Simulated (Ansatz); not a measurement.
# ZnO (zincite) (P6_3mc) in Ansatz: notebook

One crystal, ZnO (zincite), is run at these levels: PBEsol; tasks: band structure.

Program: Ansatz 0.2.0. These are calculated values, not measurements. Logs are shortened: lines on timing, memory, paths and dates and some standing lists are left out, and cuts for length are marked.

**Measured values to compare with.**

“Electronic structure of alkaline earth and post-transition metal oxides”, 2009, arxiv:0908.1581 quotes, for a bulk crystal of ZnO: band gap 3.37 eV.

How close the calculation comes is told below.

## (1) Starting point

Symmetry: P6_3mc, No. 186, hexagonal system. The conventional cell has a = 3.249 Å, b = 3.249 Å, c = 5.206 Å, α = 90.00°, β = 90.00°, γ = 120.00°. Zn (site symmetry 3m) is surrounded by 4 O at 1.97 to 1.98 Å. O (site symmetry 3m) has 4 Zn at 1.97 to 1.98 Å as nearest neighbours.

## (2) Band structure, PBEsol

File input.yaml:

```yaml
crystal:
  lattice:
    - [3.249308, 0.0, 0.0]
    - [-1.624654, 2.8139832727, 0.0]
    - [0.0, 0.0, 5.205709]
  atoms:
    - { symbol: Zn, position: [0.6666666667, 0.3333333333, 0.0] }
    - { symbol: Zn, position: [0.3333333333, 0.6666666667, 0.5] }
    - { symbol: O, position: [0.3333333333, 0.6666666667, 0.87901] }
    - { symbol: O, position: [0.6666666667, 0.3333333333, 0.37901] }
kpoints:
  mp_grid: { grid: [9, 9, 5] }
  band_path:
    path:
      - [0.0, 0.0, 0.0]
      - [0.5, 0.0, 0.0]
      - [0.3333333333, 0.3333333333, 0.0]
      - [0.0, 0.0, 0.0]
      - [0.0, 0.0, 0.5]
      - [0.5, 0.0, 0.5]
      - [0.3333333333, 0.3333333333, 0.5]
      - [0.0, 0.0, 0.5]
    npoints: 8
scf:
  occupations: { method: fermi_dirac, width: 0.05 }
hamiltonian:
  xc: pbesol
  pseudopotentials: { kind: all_electron, lapw: { basis_error: 0.002 } }
output:
  forces: true
  stress: true
  eigenvalues: true
```

Potentials or basis: all-electron LAPW, scalar-relativistic.

Started as:

```sh
$ ansatz run input.yaml --threads 2 --pin off --max-ram 8192MiB --backend cpu --events-out ev --progress --plain --runs-dir out
```

The log of the run:

```text
Warning: RAYON_NUM_THREADS=2 ignored (pool sized by the plan → 2); use --threads N
LAPW: plane waves up to 10.203 Å⁻¹, error target 2.0e-3 eV per atom; small_component_spin mean_spin; O in spheres of 0.884 Å, 8 of its electrons in bands, Dirac shells []; Zn in spheres of 1.089 Å, 20 of its electrons in bands, Dirac shells [] (how accurate: hamiltonian.pseudopotentials.lapw.basis_error, Limitations)
Engine: ansatz 0.2.0, x86_64-unknown-linux-gnu
Pseudopotentials: kind: all_electron
Pseudopotential: Zn, LAPW, valence charge 20, lapw/all_electron/scalar/gaussian/Zn, Koelling and Harmon's equation, gaussian nucleus
Pseudopotential: O, LAPW, valence charge 8, lapw/all_electron/scalar/gaussian/O, Koelling and Harmon's equation, gaussian nucleus
Functional definition: PBEsol
  exchange = pbesol_x
  correlation = pbesol_c
Crystal: 4 atoms, lattice volume = 47.598 Å³
Basis set: ecut = 396.63472222137045 eV, 845 PW (Γ), exchange–correlation at level 2
Bands: 34, of which v1, the nominal top of the filled ones, is band 28 counted from 1 (27 counted from 0)
Symmetry: 12 space group operations
Space group: P63mc (ITA 186), of the structure as read, at distance tolerance 3.6e-5 Å
k-points: 36 of 405 (time reversal used)
Non-local potential: Zn, projectors of the file, none
Non-local potential: O, projectors of the file, none
Initial density: superposition of atomic densities (chi_scale 0.1, normalization cell, long waves kept (reshape's long-wave potential 0.00 eV rms))
Initial wavefunctions: plane waves of lowest kinetic energy (no species holds an atomic orbital)
Functional: x = pbesol(κ = 0.804, μ = 0.12345679012345678), c = pbesol(β = 0.046)
iter 1 solved again at ethr=1.19e-2 eV; its pass at ethr=1.00e-1 eV (dr2=6.68e0 eV) is discarded
SCF iter   1: F=—  HF=-101757.120597 eV  |F-HF|=—  |Δ(HF+E_count)|=         —  Δρ=1.07e-1  dr2=6.69e0  ethr=1.19e-2  ⟨swp⟩=2.0  Hψ=7706  notcnv=0
preconditioner: auto → Resta (q_TF=auto, 2.803 Å⁻¹)  ε∞=6.3  [insulator: Δε(μ)=1.500 eV  Ē_g=13.978 eV  σ=0.050 eV  W_gap=1.00  n_scr=22 (ndim 8)  ℏωp=32.3 eV  f_vac=0.041  D(μ)=0.00/eV (n_scr^D=0)  ε∞_Penn≈6.3]
iter 2 solved again at ethr=2.85e-4 eV; its pass at ethr=1.19e-2 eV (dr2=1.60e-1 eV) is discarded
SCF iter   2: F=—  HF=-101754.422790 eV  |F-HF|=—  |Δ(HF+E_count)|=    2.70e0  Δρ=2.23e-2  dr2=1.59e-1  ethr=2.85e-4  ⟨swp⟩=2.0  Hψ=6471  notcnv=0
SCF iter   3: F=—  HF=-101754.269608 eV  |F-HF|=—  |Δ(HF+E_count)|=   1.53e-1  Δρ=2.53e-2  dr2=4.20e-1  ethr=2.84e-4  ⟨swp⟩=3.0  Hψ=3857  notcnv=0
SCF iter   4: F=—  HF=-101754.285132 eV  |F-HF|=—  |Δ(HF+E_count)|=         —  Δρ=7.93e-3  dr2=3.92e-2  ethr=2.84e-4  ⟨swp⟩=2.7  Hψ=3770  notcnv=0
the basis was enlarged: its passes take 221.5 KiB over the memory plan, 2 of 2 planned eigensolver slots
SCF iter   5: F=—  HF=-101754.181731 eV  |F-HF|=—  |Δ(HF+E_count)|=   1.03e-1  Δρ=3.33e-3  dr2=3.01e-3  ethr=7.00e-5  ⟨swp⟩=2.9  Hψ=3776  notcnv=0
SCF iter   6: F=—  HF=-101754.181707 eV  |F-HF|=—  |Δ(HF+E_count)|=   2.41e-5  Δρ=1.09e-3  dr2=8.53e-4  ethr=5.38e-6  ⟨swp⟩=3.0  Hψ=3693  notcnv=0
SCF iter   7: F=—  HF=-101754.181795 eV  |F-HF|=—  |Δ(HF+E_count)|=   8.77e-5  Δρ=3.11e-4  dr2=6.76e-5  ethr=1.52e-6  ⟨swp⟩=2.0  Hψ=3495  notcnv=0
SCF iter   8: F=—  HF=-101754.181839 eV  |F-HF|=—  |Δ(HF+E_count)|=   4.44e-5  Δρ=4.19e-5  dr2=1.11e-6  ethr=1.21e-7  ⟨swp⟩=3.0  Hψ=3794  notcnv=0
SCF iter   9: F=-101754.181840 eV  HF=-101754.181840 eV  |F-HF|=4.63e-9  |Δ(HF+E_count)|=   4.71e-7  Δρ=8.10e-6  dr2=3.96e-8  ethr=1.98e-9  ⟨swp⟩=3.0  Hψ=3595  notcnv=0
SCF 1 converged in 9 iterations: F = -101754.181840 eV  dr2 = 3.96e-8
NSCF: frozen V_eff on 57 k-points
SCF converged after 9 iterations
Free energy (F): -101754.181840 eV
Harris-Foulkes:  -101754.181840 eV  (|F-HF|=4.63e-9)
Internal energy: -101754.181832 eV  (E = F + TS)
E sigma→0 (E₀):  -101754.181836 eV
Entropy (-TS):   -0.000008 eV (-0.002 meV/atom)
Fermi energy:    9.304442 eV
--- Per-component energies (eV) ---
  E_band       = -3130.186954
  E_kinetic    = 103530.623801
  E_xc         = -4276.041977
  E_electrostatic = -201008.763656  (all electrons and nuclei)
  E_smearing   = -0.000008  (= −TS)
  E_closure    = 0.000000  (closes the sum)
  E_atoms      = -101734.703437  (free atoms, spherical and without spin; not in F)
  Σ components = -101754.181840   (vs F -101754.181840, Δ=0.00e0)
  Basis errors (estimates in eV, not in F): energy 9.0e-4 per atom: plane waves 8.2e-4 (4.9e-4 summed), levels above the bands 4.5e-99, relativity 1.4e-7, radial functions 8.6e-5, core shells 1.8e-9; eigenvalues (radial functions only) 1.0e-5; not estimated: angular momenta, meshes, grids; target (lapw.basis_error) 2.0e-3; muffin-tin radii O 0.884 Å, Zn 1.089 Å
--- Forces (eV/Å), atoms counted from 1 ---
  atom   1  Zn     0.00000000    -0.00000000    -0.06161065
  atom   2  Zn     0.00000000     0.00000000    -0.06161065
  atom   3  O      0.00000000     0.00000000     0.06160677
  atom   4  O     -0.00000000    -0.00000000     0.06160677
  max |Σ_I F_I| component: 7.75e-6 eV/Å
--- Stress (GPa, compression-positive) ---
       -2.067225       0.000000       0.000000
        0.000000      -2.067225      -0.000000
        0.000000      -0.000000      -0.420280
  P = ⅓ Tr σ = -1.5182 GPa (-15.182 kbar)
--- Band table (eV; the first three rows and the last of 36) ---
  k-point 0: bands = ["-494.2314", "-494.2314", "-114.1829", "-114.1827", "-68.5369", "-68.5336", "-68.5318", "-68.5318", "-68.5312", "-68.5312", "-9.0995", "-8.3474", "3.1861", "3.1861", "3.2249", "3.2350", "3.3821", "3.3821", "4.3597", "4.3597", "4.5767", "4.5767", "4.8465", "8.0918", "8.0918", "8.8339", "8.9065", "8.9065", "9.6222", "14.0421", "17.0649", "21.6640", "21.6640", "22.9132"]
  k-point 1: bands = ["-494.2314", "-494.2314", "-114.1829", "-114.1827", "-68.5366", "-68.5339", "-68.5317", "-68.5317", "-68.5312", "-68.5312", "-9.0314", "-8.4230", "3.0827", "3.1497", "3.1959", "3.1959", "3.3535", "3.3535", "4.3882", "4.3882", "4.5648", "4.5648", "5.2799", "8.1017", "8.1711", "8.1711", "8.8306", "8.8306", "10.4806", "13.7149", "17.3606", "21.6453", "21.6705", "21.6705"]
  k-point 2: bands = ["-494.2314", "-494.2314", "-114.1828", "-114.1828", "-68.5358", "-68.5348", "-68.5316", "-68.5316", "-68.5314", "-68.5314", "-8.8494", "-8.6171", "2.9478", "3.0031", "3.2300", "3.2300", "3.2896", "3.2896", "4.4555", "4.4555", "4.5236", "4.5236", "6.1706", "7.1446", "8.3776", "8.3776", "8.6297", "8.6297", "11.7034", "12.8582", "18.2445", "19.7277", "21.7935", "21.7935"]
  k-point 35: bands = ["-494.2314", "-494.2314", "-114.1827", "-114.1827", "-68.5354", "-68.5354", "-68.5330", "-68.5327", "-68.5327", "-68.5327", "-8.2172", "-8.2172", "3.1687", "3.1687", "3.2959", "3.4962", "3.9465", "3.9465", "4.3488", "4.3869", "4.8643", "4.8643", "5.2076", "5.2076", "5.8965", "6.4994", "7.6100", "7.6100", "16.7057", "16.7793", "16.7793", "16.8377", "17.8480", "17.8480"]
```

It took 44 s on 2 threads of Intel Xeon at 2.50GHz (Skylake/Cascade Lake), shared host; peak memory 0.42 GiB.

What came out:

* Free energy: -101754.1818 eV
* Pressure: -1.5 GPa
* Largest force: 0.062 eV/Å
* Band gap on the k mesh: 0.72 eV, direct
* Band gap along the path: 0.72 eV, direct

Forces on the atoms (eV/Å):
```
Zn   0.000  0.000 -0.062
Zn   0.000  0.000 -0.062
O    0.000  0.000  0.062
O    0.000  0.000  0.062
```

Levels at the corners of the path, in eV from the valence-band top:
| point | band 26 | band 27 | band 28 | band 29 | band 30 | band 31 |
| --- | --- | --- | --- | --- | --- | --- |
| Γ | -0.07 | 0.00 | 0.00 | 0.72 | 5.14 | 8.16 |
| M | -2.29 | -1.30 | -0.83 | 5.71 | 6.73 | 7.50 |
| K | -1.93 | -1.93 | -1.72 | 7.54 | 7.64 | 7.64 |
| Γ | -0.07 | 0.00 | 0.00 | 0.72 | 5.14 | 8.16 |
| A | -0.40 | -0.40 | -0.40 | 3.40 | 3.40 | 10.01 |
| L | -1.51 | -1.36 | -1.36 | 5.61 | 5.61 | 8.36 |
| H | -2.71 | -1.23 | -1.23 | 7.87 | 7.87 | 7.94 |
| A | -0.40 | -0.40 | -0.40 | 3.40 | 3.40 | 10.01 |

## (3) Band structure, PBEsol

input.yaml: that of step 2 with these lines changed.

```diff
@@ -27,3 +27,6 @@
   xc: pbesol
-  pseudopotentials: { kind: all_electron, lapw: { basis_error: 0.002 } }
+  pseudopotentials:
+    kind: all_electron
+    lapw: { basis_error: 0.002 }
+    relativity: none
 output:
```

Potentials or basis: all-electron LAPW, non-relativistic.

Started as:

```sh
$ ansatz run input.yaml --threads 2 --pin off --max-ram 8192MiB --backend cpu --events-out ev --progress --plain --runs-dir out
```

Run time: 45 s. Hardware: 2 threads of Intel Xeon at 2.50GHz (Skylake/Cascade Lake), shared host; peak memory 0.41 GiB.

It converged, with:

- Free energy: -100837.6773 eV
- Pressure: 0.0 GPa
- Largest force: 0.072 eV/Å
- Band gap on the k mesh: 0.96 eV, direct
- Band gap along the path: 0.96 eV, direct

Forces on the atoms (eV/Å):
```
Zn   0.000  0.000 -0.072
Zn   0.000  0.000 -0.072
O    0.000  0.000  0.072
O    0.000  0.000  0.072
```

Stress tensor (GPa, compression positive):
```
-0.48  0.00  0.00
 0.00 -0.48  0.00
 0.00  0.00  1.01
```

Levels at the corners of the path, in eV from the valence-band top:
| point | band 24 | band 25 | band 26 | band 27 | band 28 | band 29 | band 30 | band 31 | band 32 | band 33 |
| --- | --- | --- | --- | --- | --- | --- | --- | --- | --- | --- |
| Γ | -0.80 | -0.80 | -0.06 | 0.00 | 0.00 | 0.96 | 5.45 | 8.26 | 12.90 | 12.90 |
| M | -3.50 | -2.83 | -2.26 | -1.30 | -0.81 | 5.98 | 6.80 | 7.58 | 8.81 | 10.70 |
| K | -3.56 | -3.56 | -1.94 | -1.94 | -1.72 | 7.57 | 7.94 | 7.94 | 8.06 | 10.89 |
| Γ | -0.80 | -0.80 | -0.06 | 0.00 | 0.00 | 0.96 | 5.45 | 8.26 | 12.90 | 12.90 |
| A | -2.27 | -0.40 | -0.40 | -0.40 | -0.40 | 3.61 | 3.61 | 10.21 | 10.21 | 13.17 |
| L | -3.86 | -1.50 | -1.50 | -1.34 | -1.34 | 5.76 | 5.76 | 8.62 | 8.62 | 11.35 |
| H | -3.76 | -2.73 | -2.73 | -1.20 | -1.20 | 7.92 | 7.92 | 8.16 | 8.16 | 9.04 |
| A | -2.27 | -0.40 | -0.40 | -0.40 | -0.40 | 3.61 | 3.61 | 10.21 | 10.21 | 13.17 |

## (4) Band structure, PBEsol

input.yaml: that of step 3 with these lines changed.

```diff
@@ -27,6 +27,3 @@
   xc: pbesol
-  pseudopotentials:
-    kind: all_electron
-    lapw: { basis_error: 0.002 }
-    relativity: none
+  pseudopotentials: { kind: all_electron, datasets: crystal }
 output:
```

Potentials or basis: all-electron PAW datasets made for the crystal.

Started as:

```sh
$ ansatz run input.yaml --threads 2 --pin off --max-ram 8192MiB --backend cpu --events-out ev --progress --plain --runs-dir out
```

It took 52 s on 2 threads of Intel Xeon at 2.50GHz (Skylake/Cascade Lake), shared host; peak memory 0.8 GiB.

Results (log left out):

| Property | Result |
| --- | --- |
| Free energy | -101754.1844 eV |
| Pressure | -1.5 GPa |
| Largest force | 0.062 eV/Å |
| Band gap on the k mesh | 0.72 eV, direct |
| Band gap along the path | 0.72 eV, direct |

Forces in eV/Å, atoms in the order of the input:
```
Zn   0.000  0.000 -0.062
Zn   0.000  0.000 -0.062
O    0.000  0.000  0.062
O    0.000  0.000  0.062
```

Stress tensor (GPa, compression positive):
```
-2.07  0.00  0.00
 0.00 -2.07  0.00
 0.00  0.00 -0.43
```

Levels at the corners of the path, in eV from the valence-band top:
```csv
point,band 16,band 17,band 18,band 19,band 20,band 21
Γ,-0.07,0.00,0.00,0.72,5.14,8.16
M,-2.29,-1.30,-0.83,5.71,6.73,7.50
K,-1.93,-1.93,-1.72,7.54,7.64,7.64
Γ,-0.07,0.00,0.00,0.72,5.14,8.16
A,-0.40,-0.40,-0.40,3.40,3.40,10.01
L,-1.51,-1.36,-1.36,5.61,5.61,8.36
H,-2.71,-1.23,-1.23,7.87,7.87,7.94
A,-0.40,-0.40,-0.40,3.40,3.40,10.01
```

## (5) Band structure, PBEsol

input.yaml: that of step 4 with these lines changed.

```diff
@@ -27,3 +27,6 @@
   xc: pbesol
-  pseudopotentials: { kind: all_electron, datasets: crystal }
+  pseudopotentials:
+    kind: all_electron
+    lapw: { basis_error: 0.002 }
+    dirac_shells: { Zn: ["2p"] }
 output:
```

Potentials or basis: all-electron LAPW, inner shells corrected to Dirac's equation.

Started as:

```sh
$ ansatz run input.yaml --threads 2 --pin off --max-ram 8192MiB --backend cpu --events-out ev --progress --plain --runs-dir out
```

Wall time 42 s (2 threads of Intel Xeon at 2.50GHz (Skylake/Cascade Lake), shared host); peak memory 0.41 GiB.

Results (log left out):

```yaml
Free_energy: -101757.2927 eV
Pressure: -1.5 GPa
Largest_force: 0.062 eV/Å
Band_gap_on_the_k_mesh: 0.72 eV, direct
Band_gap_along_the_path: 0.72 eV, direct
```

Forces on the atoms (eV/Å):
```
Zn   0.000  0.000 -0.062
Zn   0.000  0.000 -0.062
O    0.000  0.000  0.062
O    0.000  0.000  0.062
```

Stress tensor (GPa, compression positive):
```
-2.06  0.00  0.00
 0.00 -2.06  0.00
 0.00  0.00 -0.42
```

Levels at the corners of the path, in eV from the valence-band top:
| point | band 26 | band 27 | band 28 | band 29 | band 30 | band 31 |
| --- | --- | --- | --- | --- | --- | --- |
| Γ | -0.07 | 0.00 | 0.00 | 0.72 | 5.14 | 8.16 |
| M | -2.29 | -1.30 | -0.83 | 5.71 | 6.73 | 7.50 |
| K | -1.93 | -1.93 | -1.72 | 7.54 | 7.64 | 7.64 |
| Γ | -0.07 | 0.00 | 0.00 | 0.72 | 5.14 | 8.16 |
| A | -0.40 | -0.40 | -0.40 | 3.40 | 3.40 | 10.01 |
| L | -1.51 | -1.36 | -1.36 | 5.61 | 5.61 | 8.36 |
| H | -2.71 | -1.23 | -1.23 | 7.87 | 7.87 | 7.94 |
| A | -0.40 | -0.40 | -0.40 | 3.40 | 3.40 | 10.01 |

## (6) Summary

| potentials or basis | cutoff (eV) | basis error allowed | gap on the mesh (eV) | pressure (GPa) | largest force (eV/Å) |
| --- | --- | --- | --- | --- | --- |
| all-electron LAPW, scalar-relativistic | 397 | 0.002 eV/atom | 0.72 | -1.5 | 0.06 |
| all-electron LAPW, non-relativistic | 397 | 0.002 eV/atom | 0.96 | 0.0 | 0.07 |
| all-electron PAW datasets made for the crystal | 460 | - | 0.72 | -1.5 | 0.06 |
| all-electron LAPW, inner shells corrected to Dirac's equation | 397 | 0.002 eV/atom | 0.72 | -1.5 | 0.06 |

Alike in all rows: task band structure; level PBEsol; no spin polarisation; cell as given; k mesh 9 × 9 × 5; smearing fermi-dirac 0.05 eV.

Compare energies only between runs with the same functional and basis.

## (7) How close it comes

Step 2. Against the measured gap of ZnO, 3.37 eV (quoted in “Electronic structure of alkaline earth and post-transition metal oxides”, 2009, arxiv:0908.1581), the calculated 0.72 eV is off by -2.65 eV. So large a miss can be the level of theory's own, or it may mean another phase, state or a wrong row. The value is that of PBEsol, without temperature or zero-point motion. Semilocal functionals fall short of measured gaps as a rule.

Step 3. Measured gap of ZnO: 3.37 eV (quoted in “Electronic structure of alkaline earth and post-transition metal oxides”, 2009, arxiv:0908.1581). This calculation gives 0.96 eV (-2.41 eV). So large a miss can be the level of theory's own, or it may mean another phase, state or a wrong row. The value is that of PBEsol, without temperature or zero-point motion. Semilocal functionals fall short of measured gaps as a rule.

Step 4. Measured gap of ZnO: 3.37 eV (quoted in “Electronic structure of alkaline earth and post-transition metal oxides”, 2009, arxiv:0908.1581). This calculation gives 0.72 eV (-2.65 eV). So large a miss can be the level of theory's own, or it may mean another phase, state or a wrong row. The value is that of PBEsol, without temperature or zero-point motion. Semilocal functionals fall short of measured gaps as a rule.

Step 5. Measured gap of ZnO: 3.37 eV (quoted in “Electronic structure of alkaline earth and post-transition metal oxides”, 2009, arxiv:0908.1581). This calculation gives 0.72 eV (-2.65 eV). So large a miss can be the level of theory's own, or it may mean another phase, state or a wrong row. The value is that of PBEsol, without temperature or zero-point motion. Semilocal functionals fall short of measured gaps as a rule.
